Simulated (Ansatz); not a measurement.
# BN (P6_3/mmc) in Ansatz: further runs, part 2 of 2

Ansatz 0.2.0. Earlier steps stand in the parts before.

## Step 3: Relaxation of cell and atoms, PBEsol+D4

File input.yaml:

```yaml
crystal:
  lattice:
    - [2.49824, 0.0, 0.0]
    - [-1.24912, 2.1635393048, 0.0]
    - [0.0, 0.0, 6.6357]
  atoms:
    - { symbol: "N", position: [0.6666666667, 0.3333333333, 0.25] }
    - { symbol: "N", position: [0.3333333333, 0.6666666667, 0.75] }
    - { symbol: B, position: [0.6666666667, 0.3333333333, 0.75] }
    - { symbol: B, position: [0.3333333333, 0.6666666667, 0.25] }
hamiltonian:
  xc: pbesol
  pseudopotentials: { kind: paw }
  dispersion: d4
kpoints:
  mp_grid: { grid: [12, 12, 4] }
scf:
  occupations: { method: fermi_dirac, width: 0.05 }
output:
  forces: true
  stress: true
relax:
  f_tol: 0.01
  max_steps: 40
  cell: { stress_tol: 0.05 }
```

Potentials or basis: Ansatz PAW.

Launch:

```sh
$ ansatz run input.yaml --threads 2 --pin off --max-ram 5632MiB --backend cpu --events-out ev --progress --plain --runs-dir out
```

Output:

```text
Warning: RAYON_NUM_THREADS=2 ignored (pool sized by the plan → 2); use --threads N
Engine: ansatz 0.2.0, x86_64-unknown-linux-gnu
Pseudopotentials: kind: paw
Pseudopotential: N, paw, valence charge 5, recommended cutoff 420 eV (normal), N.paw.azcp
Pseudopotential: B, paw, valence charge 3, recommended cutoff 420 eV (normal), B.paw.azcp
Functional definition: PBEsol
  exchange = pbesol_x
  correlation = pbesol_c
Crystal: 4 atoms, lattice volume = 35.866 Å³
Basis set: ecut = 420 eV, 689 PW (Γ), exchange–correlation on 36×36×90 points (8 copies of the dense FFT grid, shifted against one another)
Bands: 12, of which v1, the nominal top of the filled ones, is band 8 counted from 1 (7 counted from 0)
Symmetry: 24 space group operations
Space group: P63/mmc (ITA 194), of the structure as read, at distance tolerance 3.3e-5 Å
k-points: 57 of 576
Non-local potential: N, projectors of the file, l = 0: 2, l = 1: 2, l = 2: 1
Non-local potential: B, projectors of the file, l = 0: 2, l = 1: 2, l = 2: 1
PAW form: soft (Blöchl's): semilocal exchange-correlation on the pseudo side does not see the compensation charge
PAW frozen core: N, regenerated for the run's functional, and the local potential with it (the file was generated under x = pbe(κ = 0.804, μ = 0.2195149727645171), c = pbe(β = 0.06672455060314922))
PAW frozen core: B, regenerated for the run's functional, and the local potential with it (the file was generated under x = pbe(κ = 0.804, μ = 0.2195149727645171), c = pbe(β = 0.06672455060314922))
PAW one-centre angular grid: N, 110 points (default); XC on 64 Gauss nodes
PAW one-centre angular grid: B, 110 points (default); XC on 64 Gauss nodes
Initial density: superposition of atomic densities (neutral atoms: chi_scale 0, normalization atom), corrected by the library's trained network
Initial wavefunctions: pseudopotential atomic-orbital guess
Functional: x = pbesol(κ = 0.804, μ = 0.12345679012345678), c = pbesol(β = 0.046)
SCF iter   1: F=—  HF=-1067.929845 eV  |F-HF|=—  |Δ(HF+E_count)|=         —  Δρ=8.58e-3  dr2=2.39e-2  ethr=1.77e-3  ⟨swp⟩=6.6  Hψ=4218  notcnv=0
preconditioner: auto → none  [insulator: Δε(μ)=4.091 eV  Ē_g=15.733 eV  σ=0.050 eV  W_gap=1.00  n_scr=4 (ndim 8)  ℏωp=24.8 eV  f_vac=0.022  D(μ)=0.00/eV (n_scr^D=0)  ε∞_Penn≈3.5]
SCF iter   2: F=—  HF=-1067.924047 eV  |F-HF|=—  |Δ(HF+E_count)|=   5.80e-3  Δρ=3.02e-3  dr2=2.27e-3  ethr=1.49e-4  ⟨swp⟩=2.6  Hψ=1752  notcnv=0
SCF iter   3: F=—  HF=-1067.923521 eV  |F-HF|=—  |Δ(HF+E_count)|=   5.26e-4  Δρ=8.27e-4  dr2=1.57e-4  ethr=1.42e-5  ⟨swp⟩=2.3  Hψ=1138  notcnv=0
SCF iter   4: F=—  HF=-1067.923605 eV  |F-HF|=—  |Δ(HF+E_count)|=   8.41e-5  Δρ=1.36e-4  dr2=2.83e-6  ethr=9.83e-7  ⟨swp⟩=2.7  Hψ=1161  notcnv=0
SCF iter   5: F=—  HF=-1067.923608 eV  |F-HF|=—  |Δ(HF+E_count)|=   3.08e-6  Δρ=1.37e-5  dr2=3.01e-8  ethr=1.77e-8  ⟨swp⟩=2.2  Hψ=1054  notcnv=0
SCF iter   6: F=-1067.923608 eV  HF=-1067.923608 eV  |F-HF|=6.04e-10  |Δ(HF+E_count)|=   6.33e-8  Δρ=9.82e-7  dr2=2.04e-10  ethr=1.88e-10  ⟨swp⟩=2.1  Hψ=2496  notcnv=0
SCF 1 converged in 6 iterations: F = -1067.923608 eV  dr2 = 2.04e-10
relax step   1: F+E_penalty+E_count = -1067.92360809 eV  Δ(F+E_penalty+E_count) = +0.000e0 eV  max|allowed force component| = 8.888e-16 eV/Å  Δτ_max = 0.0000 Å  P = +0.746 GPa  Ω = 35.866 Å³  (6 SCF iters, dr2 threshold 1.00e-7 eV, accepted)
Crystal: 4 atoms, lattice volume = 35.445 Å³
Basis set: ecut = 420 eV, 687 PW (Γ), exchange–correlation on 36×36×90 points (8 copies of the dense FFT grid, shifted against one another)
Initial density: handed on by an earlier stage of this run
Initial wavefunctions: those handed on with the density
iter 1 solved again at ethr=3.69e-6 eV; its pass at ethr=3.10e-3 eV (dr2=5.90e-4 eV) is discarded
SCF iter   1: F=—  HF=-1067.927047 eV  |F-HF|=—  |Δ(HF+E_count)|=         —  Δρ=1.31e-3  dr2=6.97e-4  ethr=3.69e-6  ⟨swp⟩=1.6  Hψ=5394  notcnv=0
preconditioner: auto → none  [insulator: Δε(μ)=4.160 eV  Ē_g=15.799 eV  σ=0.050 eV  W_gap=1.00  n_scr=4 (ndim 8)  ℏωp=24.9 eV  f_vac=0.009  D(μ)=0.00/eV (n_scr^D=0)  ε∞_Penn≈3.5]
[... 48 lines left out ...]
relax step   5: F+E_penalty+E_count = -1067.92671086 eV  Δ(F+E_penalty+E_count) = -8.239e-4 eV  max|allowed force component| = 8.668e-16 eV/Å  Δτ_max = 0.0000 Å  P = -0.008 GPa  Ω = 35.117 Å³  energy of the carried Pulay correction = +7.256e-4 eV  (6 SCF iters, dr2 threshold 8.44e-8 eV, accepted)
iter 1 solved again at ethr=1.16e-7 eV; its pass at ethr=3.10e-3 eV (dr2=1.86e-5 eV) is discarded
SCF iter   1: F=—  HF=-1067.926002 eV  |F-HF|=—  |Δ(HF+E_count)|=         —  Δρ=3.96e-5  dr2=7.14e-8  ethr=1.16e-7  ⟨swp⟩=3.1  Hψ=5908  notcnv=0
preconditioner: auto → none  [insulator: Δε(μ)=4.124 eV  Ē_g=15.802 eV  σ=0.050 eV  W_gap=1.00  n_scr=4 (ndim 8)  ℏωp=25.1 eV  f_vac=0.009  D(μ)=0.00/eV (n_scr^D=0)  ε∞_Penn≈3.5]
SCF iter   2: F=—  HF=-1067.925999 eV  |F-HF|=—  |Δ(HF+E_count)|=   3.13e-6  Δρ=1.91e-5  dr2=1.37e-8  ethr=4.46e-10  ⟨swp⟩=2.3  Hψ=1115  notcnv=0
SCF iter   3: F=—  HF=-1067.925999 eV  |F-HF|=—  |Δ(HF+E_count)|=   9.48e-8  Δρ=2.98e-6  dr2=6.48e-10  ethr=8.55e-11  ⟨swp⟩=2.1  Hψ=1108  notcnv=0
iter 4 did not close the SCF: its close was put off for the readings that it lacked (scf_convergence_deferred on its scf_iter line)
SCF iter   4: F=-1067.925999 eV  HF=-1067.925999 eV  |F-HF|=3.00e-11  |Δ(HF+E_count)|=   2.23e-9  Δρ=3.26e-7  dr2=1.06e-11  ethr=4.05e-12  ⟨swp⟩=2.0  Hψ=1140  notcnv=0
iter 5 did not close the SCF: its close was put off for the readings that it lacked (scf_convergence_deferred on its scf_iter line)
SCF iter   5: F=-1067.925999 eV  HF=-1067.925999 eV  |F-HF|=4.55e-13  |Δ(HF+E_count)|=  3.23e-11  Δρ=3.67e-8  dr2=2.09e-13  ethr=1.00e-12  ⟨swp⟩=1.0  Hψ=684  notcnv=0
iter 6 did not close the SCF: its close was put off for the readings that it lacked (scf_convergence_deferred on its scf_iter line)
SCF iter   6: F=-1067.925999 eV  HF=-1067.925999 eV  |F-HF|=2.27e-13  |Δ(HF+E_count)|=  4.55e-13  Δρ=1.13e-8  dr2=2.88e-14  ethr=1.00e-12  ⟨swp⟩=1.0  Hψ=684  notcnv=0
iter 7 did not close the SCF: its close was put off for the readings that it lacked (scf_convergence_deferred on its scf_iter line)
SCF iter   7: F=-1067.925999 eV  HF=-1067.925999 eV  |F-HF|=2.27e-13  |Δ(HF+E_count)|=  2.27e-13  Δρ=2.00e-9  dr2=4.38e-16  ethr=1.00e-12  ⟨swp⟩=1.0  Hψ=684  notcnv=0
SCF iter   8: F=-1067.925999 eV  HF=-1067.925999 eV  |F-HF|=4.55e-13  |Δ(HF+E_count)|=  2.27e-13  Δρ=2.12e-9  dr2=1.07e-15  ethr=1.00e-12  ⟨swp⟩=1.2  Hψ=1611  notcnv=0
SCF 6 converged in 8 iterations: F = -1067.925999 eV  dr2 = 1.07e-15
relax step   6: F+E_penalty+E_count = -1067.92599870 eV  Δ(F+E_penalty+E_count) = +7.122e-4 eV  max|allowed force component| = 9.622e-16 eV/Å  Δτ_max = 0.0000 Å  P = -0.026 GPa  Ω = 35.117 Å³  stress off target by 4.23e-2 GPa  SCF on the basis re-selected at this cell (its energy is not comparable with the rows above)  (8 SCF iters)
basis re-selected at this cell: Δ(F+E_penalty+E_count) = +7.122e-4 eV, ΔP = -0.018 GPa vs the last step (what re-selecting the basis moved, of the pressure what is left beyond the Pulay correction that the steps carried, after the strain that the cell walked since its last selection, with what the two solves' SCF thresholds leave and, on support functions, any second-order correction that the steps lacked; it is no measure of the basis error at this ecutwfc). This SCF's stress stands 4.23e-2 GPa from its target on what of the cell is left free (relax.cell.stress_tol is 5.00e-2 GPa) and its largest allowed force component is 9.62e-16 eV/Å (relax.f_tol is 1.00e-2 eV/Å): within both
SCF converged after 8 iterations
Free energy (F): -1067.925999 eV
Harris-Foulkes:  -1067.925999 eV  (|F-HF|=4.55e-13)
Internal energy: -1067.925999 eV  (E = F + TS)
E sigma→0 (E₀):  -1067.925999 eV
Fermi energy:    7.061478 eV
--- Per-component energies (eV) ---
  E_band       = -34.834493
  E_kinetic    = 365.982266
  E_local      = -667.163738  (includes V_loc(G=0)·N_el)
  E_nonlocal   = 116.080164
  E_hartree    = 211.911255
  E_xc         = -182.596172
  E_vxc        = -227.558215  (∫ρ·V_xc dr)
  E_paw        = -397.900430  (= ΣΔE_a)
  E_vpaw       = -45.997673  (= ΣTr[D̂ρ^β])
  E_aug_tail   = 0.000191  (compensation charges beyond the density's cutoff)
  E_ewald      = -513.945766
  E_disp       = -0.379389  (pairwise vdW)
  E_core_change = 0.085620  (= ΣΔE_core)
  E_smearing   = -0.000000  (= −TS)
  E_closure    = 0.000000  (closes the sum)
  Σ components = -1067.925999   (vs F -1067.925999, Δ=0.00e0)
--- Forces (eV/Å), atoms counted from 1 ---
  atom   1  N      0.00000000    -0.00000000    -0.00000000
  atom   2  N      0.00000000     0.00000000     0.00000000
  atom   3  B      0.00000000    -0.00000000    -0.00000000
  atom   4  B      0.00000000     0.00000000     0.00000000
  max |Σ_I F_I| component: 2.78e-17 eV/Å
--- Stress (GPa, compression-positive) ---
       -0.017755       0.000000       0.000000
        0.000000      -0.017755      -0.000000
        0.000000      -0.000000      -0.042284
  P = ⅓ Tr σ = -0.0259 GPa (-0.259 kbar)
--- Relaxed structure (4 steps of the walk, 4 accepted, 2 SCFs on fresh bases) ---
  F+E_penalty+E_count = -1067.92599870 eV   max|allowed force component| = 9.622e-16 eV/Å   (the final SCF, on the basis selected at the relaxed cell)
  cell:  # Å, volume = 35.1174 Å³
    - [2.5016394781939346, -5.471133947750421e-34, 0.0]
    - [-1.2508197390969673, 2.1664833392259943, -8.878210793010985e-19]
    - [-5.166987395453031e-34, -2.722998525109015e-18, 6.479510934594647]
  atoms:
    - { symbol: N, position: [0.6666666666666666, 0.3333333333333333, 0.24999999999999997] }
    - { symbol: N, position: [0.3333333333333333, 0.6666666666666666, 0.7499999999999999] }
    - { symbol: B, position: [0.6666666666666666, 0.3333333333333333, 0.7499999999999999] }
    - { symbol: B, position: [0.3333333333333333, 0.6666666666666666, 0.24999999999999997] }
```

Run time: 13 s. Hardware: 2 threads of Intel Xeon at 2.50GHz (Skylake/Cascade Lake), shared host; peak memory 0.34 GiB.

What came out:

* Free energy: -1067.9260 eV
* Relaxed volume: 8.78 Å³/atom
* Relaxed cell: a = 2.502 Å, b = 2.502 Å, c = 6.480 Å, α = 90.00°, β = 90.00°, γ = 120.00°
* Space group after relaxing (to 0.05 Å): P6_3/mmc (No. 194)
* Energy gained by relaxing: 0.6 meV/atom
* Ionic steps: 6
* Pressure after relaxing: 0.0 GPa
* Band gap on the k mesh: 4.12 eV

The path:
```csv
step,energy change (eV),largest force (eV/Å),volume (Å³)
1,0.0000,0.0000,35.87
2,-0.0034,0.0000,35.44
3,-0.0043,0.0000,35.29
4,-0.0023,0.0000,35.29
5,-0.0031,0.0000,35.12
6,-0.0024,0.0000,35.12
```

Final structure:
```xyz
4
Lattice="2.5016 0.0000 0.0000 -1.2508 2.1665 0.0000 0.0000 0.0000 6.4795" Properties=species:S:1:pos:R:3 pbc="T T T"
N     1.2508    0.7222    1.6199
N     0.0000    1.4443    4.8596
B     1.2508    0.7222    4.8596
B     0.0000    1.4443    1.6199
```

Caveat: the plane-wave basis is chosen anew once the cell has moved, so the energies of steps on either side of that aren't comparable; the pressure holds a Pulay correction of +0.6 GPa for the finite cutoff; the PAW data sets come from PBE, with cores solved anew for the run's functional, which leaves a small shift of forces and pressure. A hybrid or GW would open this gap; PBEsol tends to underestimate it.
